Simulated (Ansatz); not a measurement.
What a change of settings does to a run on Li

Structure: COD 9011628, as refined from experiment and not relaxed.

First run: DFT, PBE, all-electron LAPW, scalar-relativistic (Ansatz 0.2.0).

Command: `ansatz run input.yaml --threads 1 --pin off --max-ram 2048MiB --backend cpu --events-out ev --progress --plain --runs-dir out` The run took 2.5 s on 1 thread of Arm Neoverse V1 (shared host), peak memory 0.22 GiB.

```yaml
crystal:
  lattice:
    - [-1.75, 1.75, 1.75]
    - [1.75, -1.75, 1.75]
    - [1.75, 1.75, -1.75]
  atoms:
    - { symbol: Li, position: [0.0, 0.0, 0.0] }
kpoints:
  mp_grid: { grid: [13, 13, 13] }
scf:
  occupations: { method: fermi_dirac, width: 0.05 }
hamiltonian:
  xc: pbe
  pseudopotentials:
    kind: all_electron
    lapw: { basis_error: 0.00025, muffin_tin_radii: { Li: 0.909 } }
output:
  forces: true
  stress: true
  eigenvalues: true
```

Result: converged; pressure -0.73 GPa; 4 SCF iterations.

The input is then changed:

```diff
@@ -9,7 +9,7 @@
   mp_grid: { grid: [13, 13, 13] }
 scf:
-  occupations: { method: fermi_dirac, width: 0.05 }
+  occupations: { method: tetrahedron }
 hamiltonian:
-  xc: pbe
+  xc: lda
   pseudopotentials:
     kind: all_electron
@@ -19,3 +19,5 @@
   stress: true
   eigenvalues: true
+magnetization:
+  spin_polarized: true
```

Problem. Predict the outcome of the changed run.

Solution. It converged; pressure -1.48 GPa; moment 0.00 μB; 7 SCF iterations.

The results part of its log:

```
SCF 1 converged in 7 iterations: F = -201.632866 eV  dr2 = 3.24e-11
this state was not tested for a lower state beside it, because cold or Methfessel-Paxton smearing, or corrected tetrahedra, fill the levels in a way that the test cannot read (fill_not_monotonic; see scf.lower_state_search)
SCF converged after 7 iterations
Magnetization: -0.0000 μB (1.5000 up, 1.5000 down)
Absolute magnetization: 0.0000 μB (∫|ρ↑−ρ↓|)
Spin contamination: 0.0000 ħ² per cell (⟨S²⟩ above its minimum at these occupations)
Per-site moments (μB) at R_I (Å): [(-7.760614373353292e-10, 0.909)]
Free energy (F): -201.632866 eV
Harris-Foulkes:  -201.632866 eV  (|F-HF|=3.00e-10)
Internal energy: -201.632866 eV  (E = F + TS)
E sigma→0 (E₀):  -201.632866 eV
Fermi energy:    0.663378 eV
--- Per-component energies (eV) ---
  E_band       = -90.887047
  E_kinetic    = 198.226462
  E_xc         = -47.099183
  E_electrostatic = -352.760144  (all electrons and nuclei)
  E_smearing   = -0.000000  (= −TS)
  E_closure    = 0.000000  (closes the sum)
  E_atoms      = -199.606422  (free atoms, spherical and without spin; not in F)
  Σ components = -201.632866   (vs F -201.632866, Δ=0.00e0)
  Basis errors (estimates in eV, not in F): energy 1.2e-4 per atom: plane waves 1.2e-4 (7.4e-5 summed), levels above the bands 0.0e0, relativity 3.6e-9, radial functions 4.9e-7, core shells 0.0e0; eigenvalues (radial functions only) 4.8e-3; not estimated: angular momenta, meshes, grids; target (lapw.basis_error) 2.5e-4; muffin-tin radii Li 0.909 Å
--- Forces (eV/Å), atoms counted from 1 ---
  atom   1  Li    -0.00000000     0.00000000     0.00000000
  max |Σ_I F_I| component: 1.56e-31 eV/Å
--- Stress (GPa, compression-positive) ---
       -1.484114      -0.000000       0.000000
       -0.000000      -1.484114      -0.000000
        0.000000      -0.000000      -1.484114
  P = ⅓ Tr σ = -1.4841 GPa (-14.841 kbar)
--- Band table (eV; the first three rows and the last of 168) ---
  k-point 0 ↑: bands = ["-45.1079", "-2.8058", "14.4040", "14.4040", "14.4040", "19.3108"]
  k-point 1 ↑: bands = ["-45.1069", "-2.6978", "13.7240", "13.9135", "14.2341", "17.9293"]
  k-point 2 ↑: bands = ["-45.1042", "-2.3732", "11.8329", "12.9492", "13.7681", "16.7406"]
  k-point 83 ↓: bands = ["-45.0792", "5.1602", "5.9399", "5.9399", "8.3037", "9.0389"]
```
